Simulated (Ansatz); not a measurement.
# Surface calculation: hcp Nb (10-10), 4 layers

The slab is cut from the hcp crystal, which needn't be the stable phase, as relaxed on PAW files (18.68 Å³/atom), with 16 Å of vacuum and a dipole correction:

```
CELL_PARAMETERS angstrom
2.86840 0.00000 0.00000
0.00000 5.24351 0.00000
0.00000 0.00000 19.31210
ATOMIC_POSITIONS crystal
Nb 0.00000 0.75000 0.41425
Nb 0.50000 0.25000 0.45712
Nb 0.50000 0.75000 0.54288
Nb 0.00000 0.25000 0.58575
```

All numbers are PBE results (scalar-relativistic) from Ansatz 0.2.0, with a Γ-centred 13×7×1 k mesh, Fermi–Dirac smearing of 0.08 eV, no spin polarisation. Methods: LAPW: all electrons, basis error target 1 meV/atom; PAW: frozen-core files, cutoff 420 eV.

The bulk energy comes from a cell in the slab's orientation on a 13×7×8 mesh. The surface energy is (E(slab) − N·E(bulk))/2A at zero smearing, the mean of both faces; thin slabs carry quantum-size effects.

The cell is 1×1, so reconstructions are forbidden, and in slabs of four or five layers the relaxations can be far larger than at a real surface.

As cut, the LAPW slab lies 3.956 eV above 4 atoms of bulk. What surface energy is that?

Over two faces of 15.04 Å² it is 131.5 meV/Å², and times 16.02 J/m² per eV/Å² that gives γ = 2.107 J/m².

What do relaxation and the other method give, and what work function comes out?



```
method  γ as cut (J/m²)  γ relaxed (J/m²)  Φ as cut (eV)  Φ relaxed (eV)
  LAPW            2.107             1.764           4.14            4.36
   PAW            2.106             1.763           4.14            4.36
```

How do the spacings between the planes relax?

From the bottom face up: d12 -100.3 % of 0.828 Å, d23 +36.2 % of 1.656 Å, d34 -100.3 % of 0.828 Å.

What changes if the images along the normal are cut off in place of the dipole correction?

LAPW then gives: no gap, work function 4.36 eV; PAW: no gap, work function 4.36 eV.
